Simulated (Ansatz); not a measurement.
## Al in Ansatz: the effect of functional

Al:

```xyz
1
Lattice="0.0000 2.0515 2.0515 2.0515 0.0000 2.0515 2.0515 2.0515 0.0000" Properties=species:S:1:pos:R:3 pbc="T T T"
Al    0.0000    0.0000    0.0000
```

The cell isn't the ideal one: volume scaled by 1.04.

Alike in all runs:

| Property | Result |
| --- | --- |
| Program | Ansatz 0.2.0 |
| Task | single point |
| Potentials or basis | Ansatz PAW |
| k mesh | 11 × 11 × 11 |
| Occupations | fermi-dirac, width 0.05 eV |
| Spin | no spin polarisation |

Q: One run gave: pressure -3.2 GPa. Which functional did it use?
A. PBE
B. LDA
C. r2SCAN

A: A.

| functional | cutoff | pressure (GPa) |
| --- | --- | --- |
| LDA | 420 eV (not typed: the program's choice for these potentials) | -6.1 |
| r2SCAN | 500 eV (not typed: the program's choice for these potentials) | -6.1 |
| PBE | 420 eV (not typed: the program's choice for these potentials) | -3.2 |

Caveats: the PAW data sets come from PBE, with cores solved anew for the run's functional, which leaves a small shift of forces and pressure (some runs).
